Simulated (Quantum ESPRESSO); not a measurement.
# NaI under changes of volume

One of the cells (33.899 Å³/atom); the others are scaled copies at fixed shape and fractional positions:

```
I Na
1.0
     0.00000    3.23640    3.23640
     3.23640    0.00000    3.23640
     3.23640    3.23640    0.00000
I Na
1 1
Direct
  0.50000 0.50000 0.50000
  0.00000 0.00000 0.00000
```

| Quantity | Value |
| --- | --- |
| Program | Quantum ESPRESSO 7.5 |
| Functional | rev-vdW-DF2 |
| Potentials or basis | PseudoDojo 0.4.1 SR PBE standard |
| Cutoff | 1197 eV |
| Density cutoff | 4789 eV |
| k mesh | 7 × 7 × 7 |
| Occupations | fermi-dirac, width 0.05 eV |
| Spin | no spin polarisation |

| volume (Å³/atom) | energy over the lowest point (meV/atom) | pressure (GPa) | gap on the mesh (eV) |
| --- | --- | --- | --- |
| 31.865 | 4.45 | 0.9 | 3.74 |
| 32.543 | 1.36 | 0.5 | 3.68 |
| 33.221 | 0.00 | 0.1 | 3.62 |
| 33.899 | 0.17 | -0.2 | 3.56 |
| 34.577 | 1.71 | -0.5 | 3.51 |
| 35.255 | 4.45 | -0.8 | 3.46 |
| 35.933 | ? | ? | ? |

**Question.** What does the run at 35.933 Å³/atom give?

**Answer.** Energy over the lowest point 8.26 meV/atom; pressure -1.0 GPa; gap on the mesh 3.41 eV.

Worked out: A Birch-Murnaghan fit of order 3 (a polynomial in V^(-2/3)) to the other rows has its minimum at 33.48 Å³/atom with B0 = V·E''(V) = 17.1 GPa and B' = 4.9. It gives 8.27 meV/atom at 35.933 Å³/atom, against the run's 8.26, and -dE/dV = -1.0 GPa, against -1.0. A straight line through the other rows of the gap, of slope -2.79 eV per unit of ln V (its deformation potential), extrapolates to 3.40 eV, against the run's 3.41.

Energies are extrapolated to zero smearing.

Caveats: the potentials were made for another functional, which shifts forces and pressure; spin-orbit coupling is left out, which moves the levels of the heavy elements.
